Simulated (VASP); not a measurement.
Write the native input for VASP 6.6.1 that does the following.

| Quantity | Value |
| --- | --- |
| Task | core levels |
| Functional | PBE |
| Potentials or basis | VASP PAW PBE potentials, release 64 (Te, Ti_sv) |
| Cutoff | 520 eV |
| k mesh | 8 × 8 × 4 |
| Occupations | gaussian, width 0.02 eV |
| Spin | no spin polarisation |
| Further INCAR settings | ALGO = Normal; EDIFF = 1e-07 |

The structure of TiTe2 lies in POSCAR:

```
TiTe2
1.0
    3.7770000000      0.0000000000      0.0000000000
   -1.8885000000      3.2709779501      0.0000000000
    0.0000000000      0.0000000000      6.4980000000
Te Ti
2 1
Direct
    0.3333333333      0.6666666667      0.7372000000
    0.6666666667      0.3333333333      0.2628000000
    0.0000000000      0.0000000000      0.0000000000
```

One way to write it, as run:

INCAR

```
SYSTEM = TiTe2
PREC = Accurate
ENCUT = 520
EDIFF = 1E-7
ISMEAR = 0
SIGMA = 0.02
LREAL = .FALSE.
LASPH = .TRUE.
NELM = 100
ALGO = Normal
ISIF = 2
LWAVE = .FALSE.
LCHARG = .FALSE.
GGA = PE
ICORELEVEL = 1
```

KPOINTS

```
regular mesh
0
G
  8 8 4
  0 0 0
```

Potentials or basis: VASP PAW PBE potentials, release 64 (Te, Ti_sv).

The run is started by

```bash
$ cat potpaw_PBE.64/Te/POTCAR potpaw_PBE.64/Ti_sv/POTCAR > POTCAR
$ mpirun -np 1 vasp_std > vasp.out
```

It gave:

```yaml
Pressure: 0.9 GPa
Largest_force: 0.019 eV/Å
Band_gap_on_the_k_mesh: none (metal or under the smearing width)
```

Caveat: this functional lacks dispersion, which binds the layers, so the pressure and a relaxed spacing across them are unreliable.

Wall time 33 s on 1 thread of AMD EPYC 9R45 (Zen 5) (shared host), peak memory 0.18 GiB.
